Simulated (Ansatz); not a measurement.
# MnO: the cost of one run

Computed with Ansatz 0.2.0 (DFT PBE, scalar-relativistic, unless a step's input says otherwise).

## Step 1: The starting structure

It takes space group P6_3mc (No. 186, hexagonal). Conventional cell: a = 3.372 Å, b = 3.372 Å, c = 5.386 Å, α = 90.00°, β = 90.00°, γ = 120.00°. Mn (site symmetry 3m) is surrounded by 4 O at 1.96 to 2.08 Å. Around O (site symmetry 3m) lie 4 Mn at 1.96 to 2.08 Å.

Structure file:

```
CELL_PARAMETERS angstrom
3.37170 0.00000 0.00000
-1.68585 2.91998 0.00000
0.00000 0.00000 5.38550
ATOMIC_POSITIONS crystal
Mn 0.33333 0.66667 0.01096
Mn 0.66667 0.33333 0.51096
O 0.33333 0.66667 0.37547
O 0.66667 0.33333 0.87547
```

Atoms are numbered in the order of the input: Mn1, Mn2, O3, O4.

## Step 2: After the deformation

Space group P6_3mc before, P6_3mc after.

## Step 3: Full-potential LAPW

File input.yaml:

```yaml
crystal:
  lattice:
    - [3.3717009293, 0.0, 0.0]
    - [-1.6858504646, 2.9199786587, 0.0]
    - [0.0, 0.0, 5.547065]
  atoms:
    - { symbol: Mn, position: [0.3333333333, 0.6666666667, 0.01096], spin: 4.0 }
    - { symbol: Mn, position: [0.6666666667, 0.3333333333, 0.51096], spin: 4.0 }
    - { symbol: O, position: [0.3333333333, 0.6666666667, 0.37547] }
    - { symbol: O, position: [0.6666666667, 0.3333333333, 0.87547] }
magnetization:
  spin_polarized: true
kpoints:
  mp_grid: { grid: [14, 14, 8] }
  band_path:
    path:
      - [0.0, 0.0, 0.0]
      - [0.5, 0.0, 0.0]
      - [0.3333333333, 0.3333333333, 0.0]
      - [0.0, 0.0, 0.0]
      - [0.0, 0.0, 0.5]
      - [0.5, 0.0, 0.5]
      - [0.3333333333, 0.3333333333, 0.5]
      - [0.0, 0.0, 0.5]
      - [0.5, 0.0, 0.5]
    npoints: 5
scf:
  occupations: { method: fermi_dirac, width: 0.05 }
hamiltonian:
  xc: pbe
  pseudopotentials: { kind: all_electron, lapw: { basis_error: 0.0005 } }
output:
  forces: true
  stress: true
  eigenvalues: true
```

The run is started by

```
ansatz run input.yaml --threads 1 --pin off --max-ram 6144MiB --backend cpu --events-out ev --progress --plain --runs-dir out
```

Q: Estimate wall time and peak memory on 1 thread of Intel Xeon Platinum 8488C (Sapphire Rapids), shared host.

About 6.6 min, with a peak of 1.2 GiB.
